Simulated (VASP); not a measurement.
# Na (P6_3/mmc) in VASP: further runs

Runs on Na. Level: PBE. Tasks: single point.

Everything below comes from runs of VASP 6.6.1. Logs are shortened: lines on timing, memory, paths and dates and some standing lists are left out, and cuts for length are marked.

## 1. The structure

The structure is hexagonal, space group P6_3/mmc (No. 194). Conventional cell: a = 3.700 Å, b = 3.700 Å, c = 12.537 Å, α = 90.00°, β = 90.00°, γ = 120.00°. Na (site symmetry -3m) is surrounded by 12 Na at 3.70 to 3.79 Å. Na (site symmetry -6m2) is surrounded by 12 Na at 3.70 to 3.79 Å.

This isn't the form of Na at room conditions, which is bcc.

## 2. Single point, PBE

INCAR

```
SYSTEM = Na
ALGO = Fast
EDIFF = 1E-6
ENCUT = 520
GGA = PE
ISIF = 2
ISMEAR = 0
LASPH = .True.
LCHARG = .True.
LELF = .True.
LREAL = .False.
LVHAR = .True.
LWAVE = .False.
NBANDS = 22
NELM = 60
PREC = Accurate
SIGMA = 0.1
```

KPOINTS

```
k-points
0
Gamma
  6 6 2
  0 0 0
```

POSCAR

```
Na
1.0
    3.7003831212      0.0000000000      0.0000000000
   -1.8501915606      3.2046257867      0.0000000000
    0.0000000000      0.0000000000     12.5373215400
Na
4
Direct
    0.0000000000      0.0000000000      0.0000000000
    0.3333333300      0.6666666700      0.2500000000
    0.0000000000      0.0000000000      0.5000000000
    0.6666666700      0.3333333300      0.7500000000
```

Potentials or basis: VASP PAW PBE potentials, release 64 (Na_pv).

Run with:

```bash
$ cat potpaw_PBE.64/Na_pv/POTCAR > POTCAR
$ mpirun -np 1 vasp_std > vasp.out
```

OUTCAR:

```text
SYSTEM = Na
   EDIFF = 1E-6
   ENCUT = 520
   GGA = PE
   ISIF = 2
   ISMEAR = 0
   LASPH = .True.
   LREAL = .False.
   NELM = 60
   PREC = Accurate

 ion  position               nearest neighbor table
   1  0.000  0.000  0.000-
   2  0.333  0.667  0.250-
   3  0.000  0.000  0.500-
   4  0.667  0.333  0.750-

  LATTYP: Found a hexagonal cell.
 ALAT       =     3.7003831212
 C/A-ratio  =     3.3881144545

  Lattice vectors:

 A1 = (   3.7003831212,   0.0000000000,   0.0000000000)
 A2 = (  -1.8501915606,   3.2046257867,   0.0000000000)
 A3 = (   0.0000000000,   0.0000000000,  12.5373215400)

Analysis of symmetry for initial positions (statically):
=====================================================================
 Subroutine PRICEL returns:
 Original cell was already a primitive cell.

 Routine SETGRP: Setting up the symmetry group for a
 hexagonal supercell.

 Subroutine GETGRP returns: Found 24 space group operations
 (whereof 12 operations were pure point group operations)
 out of a pool of 24 trial point group operations.

The static configuration has the point symmetry D_3d.
 The point group associated with its full space group is D_6h.

Analysis of symmetry for dynamics (positions and initial velocities):
=====================================================================
 Subroutine PRICEL returns:
 Original cell was already a primitive cell.

 Routine SETGRP: Setting up the symmetry group for a
 hexagonal supercell.

 Subroutine GETGRP returns: Found 24 space group operations
 (whereof 12 operations were pure point group operations)
 out of a pool of 24 trial point group operations.

The dynamic configuration has the point symmetry D_3d.
 The point group associated with its full space group is D_6h.

 Subroutine INISYM returns: Found 24 space group operations
 (whereof 12 operations are pure point group operations),
 and found     1 'primitive' translations

----------------------------------------------------------------------------------------

                                     Primitive cell

  volume of cell :     148.6719

  direct lattice vectors                    reciprocal lattice vectors
     3.700383121  0.000000000  0.000000000     0.270242288  0.156024458  0.000000000
    -1.850191561  3.204625787  0.000000000     0.000000000  0.312048915  0.000000000
     0.000000000  0.000000000 12.537321540     0.000000000  0.000000000  0.079761853

  length of vectors
     3.700383121  3.700383121 12.537321540     0.312048915  0.312048915  0.079761853

  position of ions in fractional coordinates (direct lattice)
     0.000000000  0.000000000  0.000000000
     0.333333330  0.666666670  0.250000000
     0.000000000  0.000000000  0.500000000
     0.666666670  0.333333330  0.750000000

  ion indices of the primitive-cell ions
   primitive index   ion index
                 1           1
                 2           2
                 3           3
                 4           4

----------------------------------------------------------------------------------------

 KPOINTS: k-points

Automatic generation of k-mesh.
 Grid dimensions read from file:
 generate k-points for:    6    6    2

 Generating k-lattice:

  Cartesian coordinates                     Fractional coordinates (reciprocal lattice)
     0.045040381  0.026004076  0.000000000     0.166666667 -0.000000000  0.000000000
     0.000000000  0.052008153  0.000000000     0.000000000  0.166666667  0.000000000
     0.000000000  0.000000000  0.039880927     0.000000000  0.000000000  0.500000000

  Length of vectors
     0.052008153  0.052008153  0.039880927

  Shift w.r.t. Gamma in fractional coordinates (k-lattice)
     0.000000000  0.000000000  0.000000000

 Subroutine IBZKPT returns following result:
 ===========================================

 Found     14 irreducible k-points:

 Following reciprocal coordinates:
            Coordinates               Weight
  0.000000  0.000000  0.000000      1.000000
  0.166667  0.000000  0.000000      6.000000
  0.333333  0.000000  0.000000      6.000000
  0.500000 -0.000000  0.000000      3.000000
  0.166667  0.166667  0.000000      6.000000
  0.333333  0.166667  0.000000     12.000000
  0.333333  0.333333  0.000000      2.000000
  0.000000  0.000000  0.500000      1.000000
  0.166667  0.000000  0.500000      6.000000
  0.333333  0.000000  0.500000      6.000000
  0.500000 -0.000000  0.500000      3.000000
  0.166667  0.166667  0.500000      6.000000
  0.333333  0.166667  0.500000     12.000000
  0.333333  0.333333  0.500000      2.000000
   k-points           NKPTS =     14   k-points in BZ     NKDIM =     14   number of bands    NBANDS=     22
   number of dos      NEDOS =    301   number of ions     NIONS =      4
   total plane-waves  NPLWV =  75264
   dimension x,y,z NGX =    28 NGY =   28 NGZ =   96
   dimension x,y,z NGXF=    56 NGYF=   56 NGZF=  192
   ions per type =               4
   NGX,Y,Z   is equivalent  to a cutoff of  12.58, 12.58, 12.73 a.u.
   NGXF,Y,Z  is equivalent  to a cutoff of  25.16, 25.16, 25.46 a.u.
 SYSTEM =  Na
   PREC   = accura    normal or accurate (medium, high low for compatibility)
   ISTART =      0    job   : 0-new  1-cont  2-samecut
   ICHARG =      2    charge: 1-file 2-atom 10-const
   ISPIN  =      1    spin polarized calculation?
   LNONCOLLINEAR =      F non collinear calculations
   LSORBIT =      F    spin-orbit coupling
   LASPH  =      T    aspherical Exc in radial PAW
   ENCUT  =  520.0 eV  38.22 Ry    6.18 a.u.   6.88  6.88 23.31*2*pi/ulx,y,z
   NELM   =     60;   NELMIN=  2; NELMDL= -5     # of ELM steps
   EDIFF  = 0.1E-05   stopping-criterion for ELM
   LREAL  =      F    real-space projection
   EDIFFG = 0.1E-04   stopping-criterion for IOM
   NSW    =      0    number of steps for IOM
   IBRION =     -1    ionic relax: 0-MD 1-quasi-New 2-CG
   NFREE  =      0    steps in history (QN), initial steepest desc. (CG)
   ISIF   =      2    stress and relaxation
   ISYM   =      2    0-nonsym 1-usesym 2-fastsym
   POTIM  = 0.5000    time-step for ionic-motion
   TEBEG  =    0.0;   TEEND  =   0.0 temperature during run
   PSTRESS=    0.0 pullay stress
   NELECT =      28.0000    total number of electrons
   NUPDOWN=      -1.0000    fix difference up-down
   EMIN   =  10.00;   EMAX   =-10.00  energy-range for DOS
   EFERMI =   0.00;   METHOD = LEGACY
   ISMEAR =     0;   SIGMA  =   0.10  broadening in eV -4-tet -1-fermi 0-gaus
   EFERMI_NEDOS =   21; number of points for ismear=-14 and -15
   IALGO  =     68    algorithm
   IMIX   =      4    mixing-type and parameters
     AMIX     =   0.40;   BMIX     =  1.00
     AMIX_MAG =   1.60;   BMIX_MAG =  1.00
  volume/ion in A,a.u.               =      37.17       250.82
  Fermi-wavevector in a.u.,A,eV,Ry     =   0.938393  1.773305 11.981028  0.880581
  Thomas-Fermi vector in A             =   2.065600
   LORBIT       =      0    0 simple, 1 ext, 2 COOP (PROOUT), +10 PAW based schemes
   GGA     = PE    functional components
   LHFCALC =     F    Hartree Fock is set to
   AEXX    =    0.0000 exact exchange contribution
   IVDW    =     0    specifies the selected vdW correction
   LEPSILON=     F    determine dielectric tensor
   LRPA    =     F    only Hartree local field effects (RPA)
 non-spin polarized calculation
 RMM-DIIS sequential band-by-band and
 Gauss-broadening in eV      SIGMA  =   0.10
  energy-cutoff  :      520.00
  volume of cell :      148.67
 maximum number of plane-waves:      4032
 NGX is ok and might be reduce to    28
   NGX = 13   NGY = 13   NGZ = 47

 number of electron      28.0000034 magnetization

 Free energy of the ion-electron system (eV)
  ---------------------------------------------------
  ext. energy  EPLUGINS =         0.00000000
  ---------------------------------------------------
  free energy    TOTEN  =        -5.23495502 eV

  energy without entropy =       -5.22961863  energy(sigma->0) =       -5.23228682

 E-fermi :   0.2655     XC(G=0):  -6.4947

 val. band max:        0.1472966214   @ k =   0.3333   0.1667   0.5000
 cond. band min:       0.4271452586   @ k =   0.1667   0.1667   0.5000
 fundamental gap:      0.2798486372
 Fermi energy:         0.2655417892

 k-point     1 :       0.0000    0.0000    0.0000
  band No.  band energies     occupation
      1     -24.6106      2.00000
      2     -24.5951      2.00000
      3     -24.5948      2.00000
      4     -24.5824      2.00000
      5     -24.5824      2.00000
      6     -24.5805      2.00000
[... 14 lines left out ...]
     21      10.7223      0.00000
     22      10.8187      0.00000

 k-point     2 :       0.1667    0.0000    0.0000
  band No.  band energies     occupation
      1     -24.6077      2.00000
      2     -24.5962      2.00000
      3     -24.5960      2.00000
      4     -24.5896      2.00000
      5     -24.5868      2.00000
      6     -24.5859      2.00000
[... 14 lines left out ...]
     21       7.7734      0.00000
     22       7.8298      0.00000

 k-point     3 :       0.3333    0.0000    0.0000
  band No.  band energies     occupation
      1     -24.6071      2.00000
      2     -24.6067      2.00000
      3     -24.6033      2.00000
      4     -24.6017      2.00000
      5     -24.6000      2.00000
      6     -24.5893      2.00000
[... 14 lines left out ...]
     21       6.7411      0.00000
     22       6.9141      0.00000
[... 226 lines left out ...]
 k-point    13 :       0.3333    0.1667    0.5000
  band No.  band energies     occupation
      1     -24.6092      2.00000
      2     -24.6092      2.00000
      3     -24.6072      2.00000
      4     -24.6072      2.00000
      5     -24.5950      2.00000
      6     -24.5950      2.00000
[... 14 lines left out ...]
     21       4.8576      0.00000
     22       4.8576      0.00000

 k-point    14 :       0.3333    0.3333    0.5000
  band No.  band energies     occupation
      1     -24.6057      2.00000
      2     -24.6057      2.00000
      3     -24.6040      2.00000
      4     -24.6040      2.00000
      5     -24.6013      2.00000
      6     -24.6013      2.00000
[... 14 lines left out ...]
     21       4.2532      0.00000
     22       4.2539      0.00000

------------------------ aborting loop because EDIFF is reached ----------------------------------------

  FORCE on cell =-STRESS in cart. coord.  units (eV):
  Direction    XX          YY          ZZ          XY          YZ          ZX
  --------------------------------------------------------------------------------------
  -------------------------------------------------------------------------------------
  Total        0.4586048      0.4586048     -1.0049241      0.0000000      0.0000000      0.0000000
  in kB        4.9422014      4.9422014    -10.8296663      0.0000000      0.0000000      0.0000000
  external PRESSURE =      -0.3150878 kB  Pullay stress =       0.0000000 kB

 VOLUME and BASIS-vectors are now :
 -----------------------------------------------------------------------------
  energy-cutoff  :      520.00
  volume of cell :      148.67
      direct lattice vectors                 reciprocal lattice vectors
     3.700383121  0.000000000  0.000000000     0.270242288  0.156024458  0.000000000
    -1.850191561  3.204625787  0.000000000     0.000000000  0.312048915  0.000000000
     0.000000000  0.000000000 12.537321540     0.000000000  0.000000000  0.079761853

 POSITION                                       TOTAL-FORCE (eV/Angst)
 -----------------------------------------------------------------------------------
      0.00000      0.00000      0.00000         0.000000      0.000000     -0.000000
     -0.00000      2.13642      3.13433         0.000000      0.000000      0.000000
      0.00000      0.00000      6.26866         0.000000      0.000000     -0.000000
      1.85019      1.06821      9.40299        -0.000000      0.000000      0.000000
 -----------------------------------------------------------------------------------
    total drift:                                0.000000      0.000000      0.000000

  FREE ENERGIE OF THE ION-ELECTRON SYSTEM (eV)
  ---------------------------------------------------
  free  energy   TOTEN  =        -5.2349550189 eV

  energy  without entropy=       -5.2296186309  energy(sigma->0) =       -5.23228682
```

Run time: 77 s. Hardware: 1 thread of AMD EPYC, shared host; peak memory 0.21 GiB.

Results:

```yaml
Free_energy: -5.2350 eV
Pressure: 0.0 GPa
Band_gap_on_the_k_mesh: none (metal or under the smearing width)
```

## 3. Single point, PBE

This run uses another cell than the first one, of 37.03 Å³/atom, 0.996 times its volume.

INCAR

```
SYSTEM = Na
ALGO = Fast
EDIFF = 1E-6
ENCUT = 520
GGA = PE
ISIF = 2
ISMEAR = 0
LASPH = .True.
LCHARG = .False.
LREAL = .False.
LWAVE = .False.
NBANDS = 22
NELM = 100
PREC = Accurate
SIGMA = 0.1
```

KPOINTS

```
k-points
0
Gamma
  15 15 4
  0 0 0
```

POSCAR

```
Na
1.0
    3.7436821223      0.0000000000      0.0000000000
   -1.8718410611      3.2421238216      0.0000000000
    0.0000000000      0.0000000000     12.2038438717
Na
4
Direct
    0.0000000000      0.0000000000      0.0000000000
    0.3333333333      0.6666666667      0.2500000000
    0.0000000000      0.0000000000      0.5000000000
    0.6666666667      0.3333333333      0.7500000000
```

Potentials or basis: VASP PAW PBE potentials, release 64 (Na_pv).

Run with:

```bash
$ cat potpaw_PBE.64/Na_pv/POTCAR > POTCAR
$ mpirun -np 1 vasp_std > vasp.out
```

It took 84 s on 1 thread of Intel Xeon 6975P-C (Granite Rapids), shared host; peak memory 0.35 GiB.

The run converged. Its results:

```
Free energy            : -5.2471 eV
Pressure               : 0.0 GPa
Band gap on the k mesh : none (metal or under the smearing width)
```

Levels at points of the mesh, in eV from the Fermi level:
| k point | band 12 | band 13 | band 14 | band 15 | band 16 | band 17 |
| --- | --- | --- | --- | --- | --- | --- |
| (0.00, 0.00, 0.00) | -24.91 | -3.30 | -2.26 | -2.26 | 0.54 | 0.95 |
| (0.00, 0.00, 0.50) | -24.91 | -3.04 | -3.04 | -1.00 | -1.00 | 2.94 |
